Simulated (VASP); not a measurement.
## SnSe2: single point with PBE

The system is SnSe2.

```xyz
3
Lattice="3.8110 0.0000 0.0000 -1.9055 3.3004 0.0000 0.0000 0.0000 6.1360" Properties=species:S:1:pos:R:3 pbc="T T T"
Sn    0.0000    0.0000    0.0000
Se    1.9055    1.1001    4.6081
Se    0.0000    2.2003    1.5279
```

```
Program                : VASP 6.6.1
Task                   : single point
Functional             : PBE
Potentials or basis    : VASP PAW PBE potentials, release 64 (Sn_d, Se)
Cutoff                 : 520 eV
k mesh                 : 6 × 6 × 4
Occupations            : fermi-dirac, width 0.02 eV
Spin                   : no spin polarisation
Dipole correction      : no
Further INCAR settings : ALGO = Fast; EDIFF = 1e-06; NBANDS = 20
```

```json
{"Pressure": "5.7 GPa", "Largest force": "0.796 eV/Å", "Band gap on the k mesh": "0.82 eV, indirect (least direct gap 1.09 eV)"}
```

Forces on the atoms (eV/Å):
```
Sn   0.000  0.000  0.000
Se   0.000  0.000 -0.796
Se   0.000  0.000  0.796
```

Stress tensor (GPa, compression positive):
```
5.20 0.00 0.00
0.00 5.20 0.00
0.00 0.00 6.56
```

Levels at points of the mesh, in eV from the valence-band top:
| k point | band 10 | band 11 | band 12 | band 13 | band 14 | band 15 | band 16 | band 17 |
| --- | --- | --- | --- | --- | --- | --- | --- | --- |
| (0.00, 0.00, 0.00) | -0.70 | -0.39 | -0.39 | 0.00 | 1.09 | 2.95 | 4.64 | 4.64 |
| (0.50, 0.00, 0.00) | -2.90 | -2.68 | -1.19 | -0.30 | 1.16 | 3.80 | 5.45 | 5.49 |
| (0.00, 0.00, 0.50) | -0.79 | -0.79 | -0.24 | -0.24 | 2.45 | 2.92 | 4.37 | 4.37 |
| (0.50, 0.00, 0.50) | -2.51 | -1.99 | -0.83 | -0.69 | 0.87 | 4.26 | 4.85 | 5.84 |

Wall time 20 s on 1 thread of Intel(R) Xeon(R) 6975P-C (Granite Rapids) (shared host), peak memory 0.19 GiB.

Caveat: spin-orbit coupling is left out, which moves the levels of the heavy elements; this functional lacks dispersion, which binds the layers, so the pressure and a relaxed spacing across them are unreliable. A k mesh can miss the band edges.
